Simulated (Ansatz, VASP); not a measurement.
# Two plane-wave programs on BAs

```
B As
1.0
     0.00000    2.36878    2.36878
     2.36878    0.00000    2.36878
     2.36878    2.36878    0.00000
B As
1 1
Cartesian
  3.5532 3.5532 3.5532
  0.0000 0.0000 0.0000
```

Change from the starting cell: volume scaled by 0.95, PAW files.

Alike in both runs: task electric field gradients; functional LDA; k mesh 11 × 11 × 11; occupations fermi-dirac, width 0.01 eV; no spin polarisation.

|  | VASP | Ansatz |
| --- | --- | --- |
| version | VASP 6.6.1 | Ansatz 0.2.0 |
| potentials or method | VASP PAW LDA potentials, release 64 (B, As) | PAW with Ansatz's default frozen-core files, scalar-relativistic |
| plane-wave cutoff (eV) | 520 | 420 |
| valence electrons in the cell | 8 | 18 |

VASP gave:

- gap on the k mesh at the Fermi level (eV): 1.13
- pressure (GPa): 0.4
- Vzz of the field gradient on the site that differs most (V/Å²): 0.0

What did Ansatz give for the same quantities?

gap on the k mesh at the Fermi level (eV): 1.14; pressure (GPa): -0.5; Vzz of the field gradient on the site that differs most (V/Å²): 0.0.

The two sets of potentials don't hold the same shells in valence.

Caveats: an odd mesh through Γ misses points on the zone boundary, where band edges often lie.
